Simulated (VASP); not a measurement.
Input of a VASP 6.6.1 run:

The input INCAR:

```
PREC = Accurate
ENCUT = 900
EDIFF = 1E-6
ISMEAR = 0
SIGMA = 0.1
LREAL = F
LASPH = T
NELM = 150
ALGO = Normal
ISIF = 2
LWAVE = F
LCHARG = F
ISPIN = 2
MAGMOM = 2 2
LORBIT = 11
LMAXMIX = 4
GGA = PS
NBANDS = 20
```

The input KPOINTS:

```
regular mesh
0
Gamma
  21 21 10
```

The input POSCAR:

```
Co
1.0
    2.4526700000      0.0000000000      0.0000000000
   -1.2263400000      2.1240800000      0.0000000000
    0.0000000000      0.0000000000      3.9607500000
Co
2
Direct
    0.3333300000      0.6666700000      0.2500000000
    0.6666700000      0.3333300000      0.7500000000
```

Potentials or basis: VASP PAW PBE potentials, release 64 (Co).

Run with:

```console
$ cat potpaw_PBE.64/Co/POTCAR > POTCAR
$ mpirun -np 1 vasp_std > vasp.out
```

Q: Predict the net moment.

A: 3.10 μB per cell.

Q: What does it give for the pressure?

A: 0.1 GPa.

Caveat: the PAW data sets were made with another functional, which shifts forces and pressure a little.
